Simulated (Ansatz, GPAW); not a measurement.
Given: the input of a run of Ansatz 0.2.0 on Nb. 

input.yaml

```yaml
crystal:
  lattice:
    - [-1.66395, 1.66395, 1.66395]
    - [1.66395, -1.66395, 1.66395]
    - [1.66395, 1.66395, -1.66395]
  atoms:
    - { symbol: Nb, position: [0.0, 0.0, 0.0] }
kpoints:
  mp_grid: { grid: [11, 11, 11] }
scf:
  occupations: { method: gaussian, width: 0.013 }
hamiltonian:
  xc: pbe
  pseudopotentials: { kind: all_electron, lapw: { basis_error: 0.001 } }
output:
  forces: true
  stress: true
  eigenvalues: true
```

Potentials or basis: all-electron LAPW, scalar-relativistic.

Command:

```bash
$ ansatz run input.yaml --threads 1 --pin off --max-ram 3072MiB --backend cpu --events-out ev --progress --plain --runs-dir out
```

Question: Set up the same calculation for GPAW 26.7.0 (ASE script). Potentials or basis there: GPAW PAW data sets (gpaw-data 1.2.1), cutoff 600 eV.

Answer: As run (cutoffs and basis follow the program's own potentials, and thresholds, step limits or extra output files can differ):

The input run.py:

```python
from ase import Atoms
from ase.dft.bandgap import bandgap
from ase.io import write
from ase.units import GPa
from gpaw import GPAW, PW

atoms = Atoms(['Nb'],
              cell=[[-1.66395, 1.66395, 1.66395],
                    [1.66395, -1.66395, 1.66395],
                    [1.66395, 1.66395, -1.66395]],
              scaled_positions=[[0.0, 0.0, 0.0]],
              pbc=True)

calc = GPAW(mode=PW(600),
            xc='PBE',
            kpts={'size': (11, 11, 11), 'gamma': True},
            occupations={'name': 'methfessel-paxton', 'order': 0, 'width': 0.013000000000000001},
            nbands=15,
            convergence={'density': 1e-05, 'energy': 1e-05},
            maxiter=150,
            txt='gpaw.txt')
atoms.calc = calc
energy = atoms.get_potential_energy()
forces = atoms.get_forces()
stress = atoms.get_stress()
calc.write('gs.gpw')
write('result.traj', atoms)
print(f'Energy: {energy:.6f} eV')
print('Forces (eV/A):')
print(forces.round(4))
print('Stress (GPa):', (stress / GPa).round(3))
print('Fermi level:', round(calc.get_fermi_level(), 4), 'eV')
print(f'Gap: {bandgap(calc)[0]:.4f} eV, direct: {bandgap(calc, direct=True)[0]:.4f} eV')
```

Potentials or basis: GPAW PAW data sets (gpaw-data 1.2.1), pw.

Command:

```console
$ OMP_NUM_THREADS=1 python run.py
```

Both were run:

|  | Ansatz | GPAW |
| --- | --- | --- |
| Pressure | -1.8 GPa | -2.5 GPa |

Where Ansatz's input types no cutoff or centring, it takes its own default and a Γ-centred mesh.

Pressure is positive in compression.
